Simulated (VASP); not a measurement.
The system is Ag.

```xyz
8
Lattice="-3.3731 3.3731 3.3731 3.3731 -3.3731 3.3731 3.3731 3.3731 -3.3731" Properties=species:S:1:pos:R:3 pbc="T T T"
Ag    0.6949    0.6949    0.6949
Ag   -0.6949    2.6782    0.6949
Ag    0.6949   -0.6949    2.6782
Ag    2.6782    0.6949   -0.6949
Ag    2.6782    2.6782    2.6782
Ag    0.6949    4.0679   -0.6949
Ag   -0.6949    0.6949    4.0679
Ag    4.0679   -0.6949    0.6949
```

The cell was built by a generator and needn't be a form met in nature.

* Program: VASP 6.6.1
* Task: relaxation of cell and atoms
* Functional: PBE
* Potentials or basis: VASP PAW PBE potentials, release 64 (Ag)
* Cutoff: 600 eV
* k mesh: 4 × 4 × 4
* Occupations: gaussian, width 0.1 eV
* Spin: no spin polarisation

At the start: pressure 26.5 GPa; volume 19.19 Å³/atom.

Task: Where does the relaxation end?

Result: Over 4 steps the energy falls by 391.3 meV/atom and the volume is 25.27 Å³/atom (+31.7 %); space group Ia-3 (No. 206, to 0.05 Å).

Step by step:
```tsv
step	energy change (eV)	largest force (eV/Å)	pressure (GPa)	volume (Å³)
1	0.0000	1.5849	26.52	153.51
2	-2.5880	0.2244	-4.03	235.44
3	-3.1293	0.0112	0.35	200.01
4	-3.1306	0.0345	-0.11	202.14
```

Final structure:
```
Ag
1.0
    -3.69713    3.69713    3.69713
     3.69713   -3.69713    3.69713
     3.69713    3.69713   -3.69713
Ag
8
Direct
  0.21487 0.21487 0.21487
  0.50000 0.00000 0.28513
  0.28513 0.50000 0.00000
  0.00000 0.28513 0.50000
  0.78513 0.78513 0.78513
  0.50000 0.00000 0.71487
  0.71487 0.50000 0.00000
  0.00000 0.71487 0.50000
```

Caveat: the volume moved by over 15 % at a fixed basis, so the end points are rough.
